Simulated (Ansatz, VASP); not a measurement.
One calculation of BaZrO3, two programs

Contents of INCAR:

```
ALGO = Normal
EDIFF = 1E-7
EDIFFG = -0.01
ENCUT = 600
GGA = PS
IBRION = 2
ISIF = 3
ISMEAR = -1
LASPH = True
LCHARG = False
LREAL = False
LWAVE = False
NELM = 100
NSW = 60
PREC = Accurate
SIGMA = 0.05
```

File KPOINTS:

```
k-points
0
Gamma
  6 6 6
```

Contents of POSCAR:

```
BaZrO3
1.0
    4.1913400000      0.0000000000      0.0000000000
    0.0000000000      4.1913400000      0.0000000000
    0.0000000000      0.0000000000      4.1913400000
Ba Zr O
1 1 3
Direct
    0.0000000000      0.0000000000      0.0000000000
    0.5000000000      0.5000000000      0.5000000000
    0.5000000000      0.5000000000      0.0000000000
    0.5000000000      0.0000000000      0.5000000000
    0.0000000000      0.5000000000      0.5000000000
```

input.yaml

```yaml
crystal:
  lattice:
    - [4.19134, 0.0, 0.0]
    - [0.0, 4.19134, 0.0]
    - [0.0, 0.0, 4.19134]
  atoms:
    - { symbol: Ba, position: [0.0, 0.0, 0.0] }
    - { symbol: Zr, position: [0.5, 0.5, 0.5] }
    - { symbol: O, position: [0.5, 0.5, 0.0] }
    - { symbol: O, position: [0.5, 0.0, 0.5] }
    - { symbol: O, position: [0.0, 0.5, 0.5] }
hamiltonian:
  xc: pbesol
  pseudopotentials: { kind: paw }
kpoints:
  mp_grid: { grid: [6, 6, 6] }
scf:
  occupations: { method: fermi_dirac, width: 0.05 }
output:
  forces: true
  stress: true
relax:
  f_tol: 0.01
  max_steps: 40
  cell: { stress_tol: 0.05 }
```

Alike in both runs: task relaxation of cell and atoms; functional PBEsol; k mesh 6 × 6 × 6; occupations fermi-dirac, width 0.05 eV; no spin polarisation.

```csv
,VASP,Ansatz
version,VASP 6.6.1,Ansatz 0.2.0
potentials or method,"VASP PAW PBE potentials, release 64 (Ba_sv, Zr_sv, O)",Ansatz PAW
plane-wave cutoff (eV),600,420
valence electrons in the cell,40,40
```

Ansatz gave:

* relaxed volume (Å³/atom): 14.62
* relaxed cell length with the largest relative difference (Å): 4.181

Problem. Which values does VASP return?

Solution. Relaxed volume (Å³/atom): 14.71; relaxed cell length with the largest relative difference (Å): 4.189.

Caveats: spin-orbit coupling is left out, which moves the levels of the heavy elements; the PAW data sets were made with another functional, which shifts forces and pressure a little (VASP); the plane-wave basis is chosen anew once the cell has moved, so the energies of steps on either side of that aren't comparable (Ansatz); the pressure holds a Pulay correction of +0.5 GPa for the finite cutoff (Ansatz); the PAW data sets come from PBE, with cores solved anew for the run's functional, which leaves a small shift of forces and pressure (Ansatz). A k mesh can miss the band edges. PBEsol gaps usually lie below the measured ones, often by a third to a half.
